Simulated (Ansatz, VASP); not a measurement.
# CdSe (Cadmoselite) in two plane-wave programs, part 2 of 2

Aim: how closely do two programs agree when they are given the same cell, functional and k mesh?

VASP 6.6.1 and Ansatz 0.2.0.

So far: Starting point; Ansatz: band structure, r2SCAN0.

## (3) VASP: band structure, r2SCAN0

Level of this step: r2SCAN0; plane waves and PAW (Cd, Se) (VASP).

The same cell, functional, mesh and smearing now go to VASP, with its own data sets and cutoff.

Lines of VASP's logs that name or quote its potential files are left out, and so is its time.

The run reads the wave functions of an earlier VASP run, which isn't shown here.

Input file INCAR:

```
SYSTEM = CdSe
PREC = Accurate
ENCUT = 400
EDIFF = 1E-06
NELM = 100
ISMEAR = 0
SIGMA = 0.02
LREAL = .FALSE.
ALGO = Normal
LHFCALC = .TRUE.
AEXX = 0.25
METAGGA = R2SCAN
LASPH = .TRUE.
NBANDS = 24
PRECFOCK = Fast
HFRCUT = -1
LORBIT = 11
LWAVE = .FALSE.
LCHARG = .FALSE.
KPAR = 4
```

Input file POSCAR:

```
CdSe
1.0
    4.2990000000      0.0000000000      0.0000000000
   -2.1495000000      3.7230432109      0.0000000000
    0.0000000000      0.0000000000      7.0100000000
Cd Se
2 2
Direct
    0.3333333333      0.6666666667      0.0000000000
    0.6666666667      0.3333333333      0.5000000000
    0.3333333333      0.6666666667      0.3767900000
    0.6666666667      0.3333333333      0.8767900000
```

Input file KPOINTS:

```
Automatic mesh
0
Gamma
4 4 2
0 0 0
```

Input file KPOINTS_OPT:

```
Line mode
6
Line-mode
Reciprocal
  0.00000000   0.00000000   0.00000000 GAMMA
  0.50000000   0.00000000   0.00000000 M

  0.50000000   0.00000000   0.00000000 M
  0.33333333   0.33333333   0.00000000 K

  0.33333333   0.33333333   0.00000000 K
  0.00000000   0.00000000   0.00000000 GAMMA

  0.00000000   0.00000000   0.00000000 GAMMA
  0.00000000   0.00000000   0.50000000 A

  0.00000000   0.00000000   0.50000000 A
  0.50000000   0.00000000   0.50000000 L

  0.50000000   0.00000000   0.50000000 L
  0.33333333   0.33333333   0.50000000 H

  0.33333333   0.33333333   0.50000000 H
  0.00000000   0.00000000   0.50000000 A

  0.50000000   0.00000000   0.50000000 L
  0.50000000   0.00000000   0.00000000 M

  0.33333333   0.33333333   0.00000000 K
  0.33333333   0.33333333   0.50000000 H
```

PAW data sets: Cd and Se (PBE family, release 64).

On the command line:

```console
> mpirun -np 8 vasp_std
```

Numbers of over 12 decimals in the logs are rounded to 6 here.

Output:

```text
[banner, memory and clock lines left out]
running    8 mpi-ranks, on    1 nodes
 distrk:  each k-point on    2 cores,    4 groups
 distr:  one band on    1 cores,    2 groups

 POSCAR found type information on POSCAR CdSe
 POSCAR found :  2 types and       4 ions
|                                                                             |
|           W    W    AA    RRRRR   N    N  II  N    N   GGGG   !!!           |
|           W    W   A  A   R    R  NN   N  II  NN   N  G    G  !!!           |
|           W    W  A    A  R    R  N N  N  II  N N  N  G       !!!           |
|           W WW W  AAAAAA  RRRRR   N  N N  II  N  N N  G  GGG   !            |
|           WW  WW  A    A  R   R   N   NN  II  N   NN  G    G                |
|           W    W  A    A  R    R  N    N  II  N    N   GGGG   !!!           |
|                                                                             |
|     For optimal performance we recommend to set                             |
|       NCORE = 2 up to number-of-cores-per-socket                            |
|     NCORE specifies how many cores store one orbital (NPAR=cpu/NCORE).      |
|     This setting can greatly improve the performance of VASP for DFT.       |
|     The default, NCORE=1 might be grossly inefficient on modern             |
|     multi-core architectures or massively parallel machines. Do your        |
|     Unfortunately you need to use the default for GW and RPA                |
|     calculations (for HF NCORE is supported but not extensively tested      |
|     yet).                                                                   |
|                                                                             |

|                                                                             |
|               ----> ADVICE to this user running VASP <----                  |
|                                                                             |
|     You enforced a specific xc type in the INCAR file but a different       |
|     [... a line on the potential file left out ...]
|     I HOPE YOU KNOW WHAT YOU ARE DOING!                                     |
|                                                                             |

 LDA part: xc-table for (None), standard interpolation
 found WAVECAR, reading the header
 POSCAR, INCAR and KPOINTS ok, starting setup
 FFT: planning ... GRIDC
 FFT: planning ... GRID_SOFT
 FFT: planning ... GRID
 HFRCUT set to (new)   9.499082
 reading WAVECAR
 the WAVECAR file was read successfully
 initial charge from wavefunction
 entering main loop
       N       E                     dE             d eps       ncg     rms          rms(c)
DAV:   1    -0.607889568981E+02   -0.60789E+02   -0.17018E+00   384   0.107E+01    0.389E+00
DAV:   2    -0.608168453767E+02   -0.27888E-01   -0.13472E-01   432   0.357E+00    0.231E+00
DAV:   3    -0.608142449785E+02    0.26004E-02   -0.13332E-02   432   0.116E+00    0.138E+00
DAV:   4    -0.608135323053E+02    0.71267E-03   -0.25853E-03   456   0.428E-01    0.813E-01
DAV:   5    -0.608134713789E+02    0.60926E-04   -0.74065E-04   440   0.186E-01    0.480E-01
DAV:   6    -0.608134896095E+02   -0.18231E-04   -0.14234E-04   448   0.835E-02    0.282E-01
DAV:   7    -0.608134928763E+02   -0.32669E-05   -0.21682E-05   440   0.392E-02    0.164E-01
DAV:   8    -0.608134919988E+02    0.87759E-06   -0.71070E-06   432   0.234E-02
   1 F= -.60813492E+02 E0= -.60813492E+02  d E =-.689150E-17
 Start KPOINTS_OPT (optional k-point list driver)
k-point batch [1-8\54]
       N       E                     dE             ncg
DAV:   1     0.212812544901E+03   -0.43638E+04      384
DAV:   2    -0.198804195797E+04   -0.22009E+04      416
DAV:   3    -0.213437187049E+04   -0.14633E+03      448
DAV:   4    -0.213756345665E+04   -0.31916E+01      448
DAV:   5    -0.213758879761E+04   -0.25341E-01      456
DAV:   6    -0.213758902937E+04   -0.23176E-03      448
DAV:   7    -0.213758903247E+04   -0.31007E-05      384
DAV:   8    -0.213758903254E+04   -0.78212E-07      312
[...]
k-point batch [49-54\54]
       N       E                     dE             ncg
DAV:   1     0.187948727841E+04   -0.59425E+04      288
DAV:   2     0.274905576916E+03   -0.16046E+04      312
DAV:   3     0.181522554269E+03   -0.93383E+02      352
DAV:   4     0.180040753948E+03   -0.14818E+01      352
DAV:   5     0.180030529088E+03   -0.10225E-01      336
DAV:   6     0.180030450971E+03   -0.78117E-04      328
DAV:   7     0.180030450152E+03   -0.81917E-06      248
```

From OUTCAR (step 3):

```text
ion  position               nearest neighbor table
   1  0.333  0.667  0.000-   4 2.63   4 2.63   4 2.63   3 2.64
   2  0.667  0.333  0.500-   3 2.63   3 2.63   3 2.63   4 2.64
   3  0.333  0.667  0.377-   2 2.63   2 2.63   2 2.63   1 2.64
   4  0.667  0.333  0.877-   1 2.63   1 2.63   1 2.63   2 2.64

  LATTYP: Found a hexagonal cell.
 ALAT       =     4.2990000000
 C/A-ratio  =     1.6306117702

 Subroutine GETGRP returns: Found 12 space group operations
 (whereof  6 operations were pure point group operations)

The static configuration has the point symmetry C_3v.
 The point group associated with its full space group is C_6v.

 Found      8 irreducible k-points:

   k-points           NKPTS =      8   k-points in BZ     NKDIM =     32   number of bands    NBANDS=     24

   dimension x,y,z NGX =    28 NGY =   28 NGZ =   48
   dimension x,y,z NGXF=    56 NGYF=   56 NGZF=   96

   ENCUT  =  400.0 eV  29.40 Ry    5.42 a.u.   7.01  7.01 11.43*2*pi/ulx,y,z

   NELECT =      36.0000    total number of electrons

 k-points in reciprocal lattice and weights: Automatic mesh
   0.00000000  0.00000000  0.00000000       0.031
   0.25000000  0.00000000  0.00000000       0.188
   0.50000000  0.00000000  0.00000000       0.094
   0.25000000  0.25000000  0.00000000       0.188
   0.00000000  0.00000000  0.50000000       0.031
   0.25000000  0.00000000  0.50000000       0.188
   0.50000000  0.00000000  0.50000000       0.094
   0.25000000  0.25000000  0.50000000       0.188

  exchange ACFDT corr.  =         0.00000000  see jH, gK, PRB 81, 115126

 average (electrostatic) potential at core
       1 -37.0323       2 -37.0323       3 -55.4429       4 -55.4429

 E-fermi :  -0.0638

 k-point     1 :       0.0000    0.0000    0.0000
  band No.  band energies     occupation
    ...
     14      -1.0174      2.00000
     15      -1.0174      2.00000
     16      -0.2407      2.00000
     17      -0.1774      2.00000
     18      -0.1774      2.00000
     19       2.4057      0.00000
     20       3.9827      0.00000
     21       7.7727      0.00000
     22       7.7727      0.00000
     23       8.1225      0.00000
    ...

 k-point     2 :       0.2500    0.0000    0.0000
  band No.  band energies     occupation
    ...
     14      -2.8980      2.00000
     15      -2.4012      2.00000
     16      -1.6794      2.00000
     17      -0.7405      2.00000
     18      -0.6055      2.00000
     19       4.3727      0.00000
     20       5.2765      0.00000
     21       6.9507      0.00000
     22       7.7621      0.00000
     23       8.4114      0.00000
    ...

 k-point     3 :       0.5000    0.0000    0.0000
  band No.  band energies     occupation
    ...
     14      -4.1027      2.00000
     15      -3.0800      2.00000
     16      -2.2292      2.00000
     17      -1.6320      2.00000
     18      -1.0272      2.00000
     19       5.0003      0.00000
     20       5.0663      0.00000
     21       6.3595      0.00000
     22       8.1926      0.00000
     23       8.3473      0.00000
    ...

  energy-cutoff  :      400.00
  volume of cell :      112.20
      direct lattice vectors                 reciprocal lattice vectors
     4.299000000  0.000000000  0.000000000     0.232612235  0.134298737  0.000000000
    -2.149500000  3.723043211  0.000000000     0.000000000  0.268597473  0.000000000
     0.000000000  0.000000000  7.010000000     0.000000000  0.000000000  0.142653352

 POSITION                                       TOTAL-FORCE (eV/Angst)
 -----------------------------------------------------------------------------------
     -0.00000      2.48203      0.00000         0.000000      0.000000      0.042942
      2.14950      1.24101      3.50500         0.000000     -0.000000      0.042942
     -0.00000      2.48203      2.64130        -0.000000     -0.000000     -0.042942
      2.14950      1.24101      6.14630        -0.000000     -0.000000     -0.042942
 -----------------------------------------------------------------------------------
    total drift:                                0.000091      0.000030     -0.004431

  FREE ENERGIE OF THE ION-ELECTRON SYSTEM (eV)
  ---------------------------------------------------
  free  energy   TOTEN  =       -60.8134919988 eV

  energy  without entropy=      -60.8134919988  energy(sigma->0) =      -60.81349200

 total charge
# of ion       s       p       d       tot
------------------------------------------
    1        0.401   0.308   9.604  10.312
    2        0.401   0.308   9.604  10.312
    3        1.443   2.500   0.020   3.964
    4        1.443   2.500   0.020   3.964
--------------------------------------------------
tot          3.688   5.616  19.248  28.553

[... 3 further parts left out ...]
```

The k-mesh is coarse for unscreened exact exchange, which converges slowly with it. Spin-orbit coupling is off here; it would split degenerate levels, and it lifts a valence top of Se p states by about 0.1 eV.

## (4) Side by side

Known differences besides the potentials themselves: exact exchange at q = 0 is treated differently, which shows on coarse meshes; VASP keeps PBE cores, Ansatz makes them for the functional; the data sets hold 72 valence electrons in Ansatz (default PAW (the set named soft_2) files) and 36 in VASP; the cutoff is 500 eV in Ansatz and 400 eV in VASP; VASP takes a coarser grid for exact exchange (PRECFOCK = Fast). Total energies have different zeros and are not compared.

Both answers:

```tsv
quantity	Ansatz	VASP	difference
gap over the path points (eV)	2.577	2.583	-0.006
```

Forces (eV/Å; atoms numbered as in POSCAR):

```tsv
atom	Ansatz x, y, z	VASP x, y, z
Cd1	0.000, 0.000, 0.042	0.000, 0.000, 0.043
Cd2	0.000, 0.000, 0.042	0.000, 0.000, 0.043
Se3	0.000, 0.000, -0.042	0.000, 0.000, -0.043
Se4	0.000, 0.000, -0.042	0.000, 0.000, -0.043
```

Levels at points of the path, from each program's valence-band top (eV; 4 filled, then empty):

```tsv
k (reciprocal lattice)	Ansatz	VASP
0.000 0.000 0.000	-0.84 -0.04 0.00 0.00 2.58 4.16 7.95	-0.84 -0.06 0.00 0.00 2.58 4.16 7.95
0.400 0.000 0.000	-3.00 -1.95 -1.20 -0.76 5.15 5.24 6.68	-3.00 -1.95 -1.22 -0.77 5.17 5.25 6.70
0.400 0.200 0.000	-3.04 -2.40 -1.67 -1.54 6.06 6.36 6.58	-3.04 -2.40 -1.68 -1.55 6.07 6.37 6.58
0.200 0.200 0.000	-2.86 -2.21 -1.05 -0.93 5.54 6.55 6.82	-2.86 -2.21 -1.05 -0.95 5.55 6.56 6.83
0.000 0.000 0.100	-0.82 -0.27 -0.02 -0.02 2.79 4.17 7.96	-0.82 -0.28 -0.02 -0.02 2.79 4.18 7.96
0.000 0.000 0.500	-0.44 -0.44 -0.44 -0.44 4.33 4.33 7.87	-0.45 -0.45 -0.45 -0.45 4.34 4.34 7.89
0.400 0.000 0.500	-1.51 -1.51 -1.40 -1.40 4.92 4.92 6.89	-1.52 -1.52 -1.40 -1.40 4.93 4.93 6.90
0.400 0.200 0.500	-2.36 -2.36 -1.26 -1.26 5.54 5.54 7.44	-2.36 -2.36 -1.27 -1.27 5.56 5.56 7.45
0.200 0.200 0.500	-1.77 -1.77 -1.38 -1.38 5.73 5.73 7.21	-1.77 -1.77 -1.39 -1.39 5.74 5.74 7.21
0.500 0.000 0.400	-1.80 -1.67 -1.30 -1.25 4.60 5.07 6.74	-1.82 -1.67 -1.30 -1.26 4.61 5.08 6.75
```

The forces differ by 0.8 meV/Å r.m.s., which is 3.3 % of the r.m.s. force of 0.02 eV/Å (both taken over all components). Among the levels compared at these points, filled levels agree within 24 meV and empty ones within 27 meV.

## (5) VASP: band structure, r2SCANh with an exact-exchange share of 0.1

The same path points are solved in both programs, so levels can be compared one by one.

The run reads the wave functions of an earlier VASP run, which isn't shown here.

Edit INCAR of step 3 so:

```diff
@@ -10,3 +10,3 @@
 LHFCALC = .TRUE.
-AEXX = 0.25
+AEXX = 0.1
 METAGGA = R2SCAN
```

POSCAR is that of step 3.

KPOINTS is that of step 3.

KPOINTS_OPT is that of step 3.

On the command line:

```console
> mpirun -np 8 vasp_std
```

Output:

```text
[banner, memory and clock lines left out]
running    8 mpi-ranks, on    1 nodes
[...]
[... a notice as in an earlier step ...]

 [... a notice as in an earlier step ...]

 LDA part: xc-table for (None), standard interpolation
 found WAVECAR, reading the header
 POSCAR, INCAR and KPOINTS ok, starting setup
[...]
HFRCUT set to (new)   9.499082
 reading WAVECAR
 the WAVECAR file was read successfully
 initial charge from wavefunction
 entering main loop
       N       E                     dE             d eps       ncg     rms          rms(c)
DAV:   1    -0.673640769657E+02   -0.67364E+02   -0.96415E-01   384   0.777E+00    0.288E+00
DAV:   2    -0.673627211680E+02    0.13558E-02   -0.60143E-02   448   0.258E+00    0.141E+00
DAV:   3    -0.673620470514E+02    0.67412E-03   -0.61210E-03   480   0.720E-01    0.805E-01
DAV:   4    -0.673622161270E+02   -0.16908E-03   -0.11197E-03   456   0.252E-01    0.479E-01
[...]
DAV:   8    -0.673624597934E+02   -0.10287E-04   -0.60816E-06   456   0.209E-02    0.570E-02
DAV:   9    -0.673624633855E+02   -0.35920E-05   -0.25255E-06   360   0.134E-02    0.336E-02
DAV:  10    -0.673624643727E+02   -0.98723E-06   -0.12457E-06   304   0.951E-03
   1 F= -.67362464E+02 E0= -.67362464E+02  d E =-.169467E-14
 Start KPOINTS_OPT (optional k-point list driver)
k-point batch [1-8\54]
       N       E                     dE             ncg
DAV:   1     0.179146049765E+03   -0.43975E+04      384
DAV:   2    -0.173655593618E+04   -0.19157E+04      440
DAV:   3    -0.184500747921E+04   -0.10845E+03      424
DAV:   4    -0.184669099528E+04   -0.16835E+01      488
DAV:   5    -0.184670137052E+04   -0.10375E-01      504
DAV:   6    -0.184670147675E+04   -0.10623E-03      496
DAV:   7    -0.184670147879E+04   -0.20407E-05      408
DAV:   8    -0.184670147886E+04   -0.62306E-07      368
[...]
k-point batch [49-54\54]
       N       E                     dE             ncg
DAV:   1     0.186200967746E+04   -0.59600E+04      288
DAV:   2     0.471633455623E+03   -0.13904E+04      312
DAV:   3     0.400905687444E+03   -0.70728E+02      368
DAV:   4     0.400124559329E+03   -0.78113E+00      336
DAV:   5     0.400120245226E+03   -0.43141E-02      352
DAV:   6     0.400120209036E+03   -0.36191E-04      352
DAV:   7     0.400120208474E+03   -0.56153E-06      264
```

Parts of OUTCAR (step 5):

```text
 POSITION                                       TOTAL-FORCE (eV/Angst)
 -----------------------------------------------------------------------------------
     -0.00000      2.48203      0.00000        -0.000000     -0.000000      0.046281
      2.14950      1.24101      3.50500        -0.000000      0.000000      0.046281
     -0.00000      2.48203      2.64130        -0.000000     -0.000000     -0.046281
      2.14950      1.24101      6.14630         0.000000      0.000000     -0.046281
 -----------------------------------------------------------------------------------
    total drift:                                0.000034      0.000014     -0.004083

  FREE ENERGIE OF THE ION-ELECTRON SYSTEM (eV)
  ---------------------------------------------------
  free  energy   TOTEN  =       -67.3624643727 eV

  energy  without entropy=      -67.3624643727  energy(sigma->0) =      -67.36246437

[... 2 parts as in an earlier step ...]

[... 1 further part left out ...]
[key lines of the parts left out:]
E-fermi :   0.4446
```

## (6) Ansatz: band structure, r2SCANh with an exact-exchange share of 0.1

The same cell, functional, mesh and smearing now go to Ansatz, which takes its cutoff from its data sets.

Input file input.yaml:

```yaml
crystal:
  lattice:
    - [4.299, 0.0, 0.0]
    - [-2.1495, 3.7230432109, 0.0]
    - [0.0, 0.0, 7.01]
  atoms:
    - { symbol: Cd, position: [0.3333333333, 0.6666666667, 0.0] }
    - { symbol: Cd, position: [0.6666666667, 0.3333333333, 0.5] }
    - { symbol: Se, position: [0.3333333333, 0.6666666667, 0.37679] }
    - { symbol: Se, position: [0.6666666667, 0.3333333333, 0.87679] }
hamiltonian:
  xc: r2scanh
  pseudopotentials: { kind: paw }
kpoints:
  mp_grid: { grid: [4, 4, 2] }
  band_path:
    path:
      - [0.0, 0.0, 0.0]
      - [0.4, 0.0, 0.0]
      - [0.4, 0.2, 0.0]
      - [0.2, 0.2, 0.0]
      - [0.0, 0.0, 0.1]
      - [0.0, 0.0, 0.5]
      - [0.4, 0.0, 0.5]
      - [0.4, 0.2, 0.5]
      - [0.2, 0.2, 0.5]
      - [0.5, 0.0, 0.4]
      - [0.33333, 0.33333, 0.0]
      - [0.33333, 0.33333, 0.5]
    npoints: 1
scf:
  occupations: { method: gaussian, width: 0.02 }
  n_extra_bands: 8
output:
  forces: true
  stress: true
  eigenvalues: true
  write_density: true
  write_potential: true
  elf: true
  volumetric_format: npy
```

On the command line:

```console
> ansatz run input.yaml --threads 4 --pin off --max-ram 9216MiB --backend cpu --events-out ev --progress --plain --runs-dir out
```

Output:

```text
[...]
Crystal: 4 atoms, lattice volume = 112.198 Å³
Basis set: ecut = 500 eV, 2851 PW (Γ), exchange–correlation on 128×128×216 points (64 copies of the dense FFT grid, shifted against one another)
Bands: 44, of which v1, the nominal top of the filled ones, is band 36 counted from 1 (35 counted from 0)
Symmetry: 12 space group operations
[...]
k-points: 8 of 32
[...]
--- Band table (eV; the first three rows and the last of 8) ---
  k-point 0: bands = [... 32 lower, 6.1028, 6.8598, 6.9010, 6.9010, 8.6238, 10.1583, 13.9139, 13.9139, ... 4 higher]
  k-point 1: bands = [... 32 lower, 6.4846, 6.4846, 6.4846, 6.4846, 10.3326, 10.3326, 13.8256, 13.8256, ... 4 higher]
  k-point 2: bands = [... 32 lower, 4.7533, 5.4689, 6.3763, 6.4939, 10.5370, 11.4263, 13.0782, 13.8922, ... 4 higher]
  k-point 7: bands = [... 32 lower, 4.7406, 4.7406, 5.6523, 5.6523, 11.6923, 11.6923, 13.4841, 13.4841, ... 4 higher]
[key lines of the parts left out:]
Free energy (F): -27494.905848 eV
Fermi energy:    7.762499 eV
P = ⅓ Tr σ = 1.3821 GPa (13.821 kbar)
```

It took 2.6 min on 4 threads of AMD EPYC 7571, shared host; peak memory 1.7 GiB; 9.5 min of CPU time.

## (7) Comparison

Both answers:

```tsv
quantity	Ansatz	VASP	difference
gap over the path points (eV)	1.723	1.718	+0.005
```

Forces (eV/Å; atoms numbered as in POSCAR):

```tsv
atom	Ansatz x, y, z	VASP x, y, z
Cd1	0.000, 0.000, 0.044	0.000, 0.000, 0.046
Cd2	0.000, 0.000, 0.044	0.000, 0.000, 0.046
Se3	0.000, 0.000, -0.044	0.000, 0.000, -0.046
Se4	0.000, 0.000, -0.044	0.000, 0.000, -0.046
```

Levels at points of the path, from each program's valence-band top (eV; 4 filled, then empty):

```tsv
k (reciprocal lattice)	Ansatz	VASP
0.000 0.000 0.000	-0.80 -0.04 0.00 0.00 1.72 3.26 7.01	-0.80 -0.05 0.00 0.00 1.72 3.25 7.00
0.400 0.000 0.000	-2.86 -1.86 -1.16 -0.73 4.23 4.35 5.81	-2.87 -1.87 -1.17 -0.73 4.24 4.34 5.81
0.400 0.200 0.000	-2.91 -2.29 -1.60 -1.47 5.17 5.41 5.61	-2.92 -2.30 -1.61 -1.48 5.18 5.41 5.61
0.200 0.200 0.000	-2.73 -2.13 -1.01 -0.90 4.58 5.55 5.95	-2.74 -2.14 -1.01 -0.91 4.59 5.55 5.95
0.000 0.000 0.100	-0.78 -0.29 -0.02 -0.02 1.96 3.27 7.02	-0.78 -0.30 -0.02 -0.02 1.95 3.27 7.01
0.000 0.000 0.500	-0.42 -0.42 -0.42 -0.42 3.43 3.43 6.92	-0.42 -0.42 -0.42 -0.42 3.43 3.43 6.94
0.400 0.000 0.500	-1.45 -1.45 -1.34 -1.34 4.04 4.04 5.96	-1.46 -1.46 -1.34 -1.34 4.04 4.04 5.96
0.400 0.200 0.500	-2.25 -2.25 -1.21 -1.21 4.63 4.63 6.50	-2.26 -2.26 -1.22 -1.22 4.63 4.63 6.50
0.200 0.200 0.500	-1.70 -1.70 -1.32 -1.32 4.81 4.81 6.26	-1.70 -1.70 -1.33 -1.33 4.80 4.80 6.26
0.500 0.000 0.400	-1.73 -1.59 -1.24 -1.21 3.74 4.18 5.83	-1.74 -1.60 -1.25 -1.21 3.73 4.18 5.83
```

The forces differ by 1.0 meV/Å r.m.s., which is 3.9 % of the r.m.s. force of 0.03 eV/Å (both taken over all components). Among the levels compared at these points, filled levels agree within 10 meV and empty ones within 14 meV.

## (8) Summary of results

* difference in gap over the path points (band structure, r2SCAN0): -0.0059 eV
* difference in gap over the path points (band structure, r2SCANh with an exact-exchange share of 0.1): 0.0050 eV

What this shows: The difference in gap over the path points is -0.0059 eV (band structure, r2SCAN0), within the 0.08 eV picked in this series as the mark of a large difference. How closely two codes agree says nothing of how well the functional describes the real material.

[Lines on the potential files, build, host, timing and source positions are cut from VASP's logs without a mark.]

[Logs are printed without paths, hosts, clocks, repeated set-up lines and the standing remarks that a program may print on its own settings, such as how far it seeks lower states.]

[Hosts, paths, dates, database ids (printed as entryN), source tags and the programs' standing remarks are cut or masked in the printed files.]
